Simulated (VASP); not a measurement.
Here is a VASP 6.6.1 calculation.

Contents of INCAR:

```
ALGO = Normal
EDIFF = 1E-6
EDIFFG = -0.02
ENCUT = 600
GGA = PS
IBRION = 2
ISIF = 3
ISMEAR = -1
LASPH = True
LCHARG = False
LREAL = False
LWAVE = False
NELM = 60
NSW = 60
PREC = Accurate
SIGMA = 0.05
```

The input KPOINTS:

```
k-points
0
Gamma
  7 7 9
```

POSCAR

```
SnO2
1.0
    4.7380000000      0.0000000000      0.0000000000
    0.0000000000      4.7380000000      0.0000000000
    0.0000000000      0.0000000000      3.1865000000
Sn O
2 4
Direct
    0.0000000000      0.0000000000      0.0000000000
    0.5000000000      0.5000000000      0.5000000000
    0.3071000000      0.3071000000      0.0000000000
    0.1929000000      0.8071000000      0.5000000000
    0.6929000000      0.6929000000      0.0000000000
    0.8071000000      0.1929000000      0.5000000000
```

Potentials or basis: VASP PAW PBE potentials, release 64 (Sn_d, O).

Command:

```sh
$ cat potpaw_PBE.64/Sn_d/POTCAR potpaw_PBE.64/O/POTCAR > POTCAR
$ mpirun -np 1 vasp_std > vasp.out
```

Predict the relaxed volume.

12.21 Å³/atom.

What does it give for the band gap on the k mesh?

0.88 eV, direct.

Estimate the relaxed cell.

a = 4.770 Å, b = 4.770 Å, c = 3.219 Å, α = 90.00°, β = 90.00°, γ = 90.00°.

What does it give for the space group after relaxing (to 0.05 Å)?

P4_2/mnm (No. 136).

The path:
| step | energy change (eV) | largest force (eV/Å) | pressure (GPa) | volume (Å³) |
| --- | --- | --- | --- | --- |
| 1 | 0.0000 | 0.2277 | 5.24 | 71.53 |
| 2 | 0.0238 | 0.2178 | -6.25 | 75.64 |
| 3 | -0.0302 | 0.0172 | -0.05 | 73.24 |

Caveat: the PAW data sets were made with another functional, which shifts forces and pressure a little; spin-orbit coupling is left out, which moves the levels of the heavy elements. Zero-point motion and thermal expansion aren't in these numbers.
